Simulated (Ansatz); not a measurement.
# HgSe: pressure against volume per atom

Periodic Kohn-Sham DFT of a crystal at fixed atoms; pressure and stress are positive in compression; the energy is the free energy less that of spherical unpolarised free atoms; site moments are those in the method's own spheres, positive along +z. The results are calculated, by Ansatz 0.2.0.

Cell of the first row (space group F-43m, No. 216):
```
CELL_PARAMETERS angstrom
0.00000 2.97400 2.97400
2.97400 0.00000 2.97400
2.97400 2.97400 0.00000
ATOMIC_POSITIONS crystal
Hg 0.00000 0.00000 0.00000
Se 0.75000 0.75000 0.75000
```

Settings of every row: method frozen-core PAW; functional PBEsol; relativity scalar; k mesh 9x9x9; filling fermi-dirac; smearing width 0.02 eV; wave cutoff 420 eV; paw set soft_2.

Atom start moment: 0 on all atoms.

Limits: PAW files made with PBE; no spin-orbit coupling on heavy atoms.

```csv
row,volume per atom (Å³),pressure (GPa)
1,26.305,5.97
2,26.864,4.365
3,27.424,?
4,27.704,2.285
5,27.984,1.669
6,28.264,1.088
7,28.543,0.541
8,29.103,-0.464
9,29.663,-1.357
```

Question: what pressure should row 3 give?

Worked fit of pressure. Take u = (V_r/V)^(2/3) − 1 with V_r = 28.124 Å³ an atom, which is twice the finite (Eulerian) strain; such expansions in the strain, on which the Birch-Murnaghan equation of state is built, carry the rest volume and the bulk modulus. The shown rows have u = 0.04558, 0.03103, 0.01008, 0.00333, -0.0033, -0.00981, -0.02255, -0.03489. Least squares give pressure = 1.3737 + 87.53 × u + 276.7 × u² + 332 × u³ GPa; a parabola predicts inner rows, each left out in turn, worse (root mean square 0.0053 against 0.0013 GPa). The rows lie off it by 0.000, -0.001, 0.001, 0.001, 0.000, 0.000, -0.001, 0.000. The pressure vanishes at u = -0.0165, or V = 28.84 Å³ an atom, and there the bulk modulus at fixed shape and fractions is B = −V dP/dV = (2/3)(1 + u) dP/du = 51.6 GPa. The withheld row has u = 0.01695, so the fit gives 1.3737 + 87.53 × (0.01695) + 276.7 × (0.01695)² + 332 × (0.01695)³ = 2.938 GPa.

The calculation gave 2.939 GPa. The fit lies 0.001 GPa (0.014 % of the column's range) below it, one unit of the last digit.
